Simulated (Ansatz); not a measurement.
Runs of Ansatz 0.2.0 on Te. It takes space group P3_221 (No. 154, trigonal). Conventional cell: a = 4.447 Å, b = 4.447 Å, c = 5.915 Å, α = 90.00°, β = 90.00°, γ = 120.00°. Te (site symmetry 2) has 2 Te at 2.86 Å as nearest neighbours. 

```csv
task,level,spin,cell,cutoff (eV),smearing,gap on the mesh (eV),pressure (GPa),V0 of scaled cells (Å³/atom),B0 (GPa),largest force (eV/Å)
equation of state,PBE,off,as given,420,fermi-dirac 0.05 eV,-,-,34.96,45,-
single point,r2SCAN+rVV10,"SOC, no magnetisation",as given,500,fermi-dirac 0.1 eV,0.48,(a),-,-,0.01
single point,PBE,off,"atoms moved at random, drawn with an rms of 0.05 Å",420,fermi-dirac 0.05 eV,0.62,2.3,-,-,0.49
single point,PBE,"SOC, no magnetisation",cell strained at random at fixed volume,420,gaussian 0.15 eV,0.09,2.3,-,-,0.50
single point,PBE,off,as given,420,fermi-dirac 0.05 eV,0.63,1.7,-,-,0.17
equation of state,LDA,"SOC, no magnetisation",as given,420,tetrahedron,-,-,32.81,53,-
projected density of states,revPBE,off,as given,420,fixed,(b),2.7,-,-,0.17
```

Alike in all rows: potentials or basis Ansatz PAW; k mesh 7 × 7 × 5.

Task: Estimate the missing entries.

Result: (a) 0.5; (b) 0.65.

Caveats: odd divisions of the mesh miss points on the zone boundary, where band edges often lie, so the gap on the mesh can be too wide (some runs); spin-orbit coupling is left out, which moves the levels of the heavy elements (some runs); the cell was scaled at fixed shape and fractional positions, which overstates the stiffness of a crystal with free parameters, most of all of layers and chains (some runs); the PAW data sets come from PBE, with cores solved anew for the run's functional, which leaves a small shift of forces and pressure (some runs).

A k mesh can miss the band edges, and rows without SOC leave out spin-orbit coupling on Te.
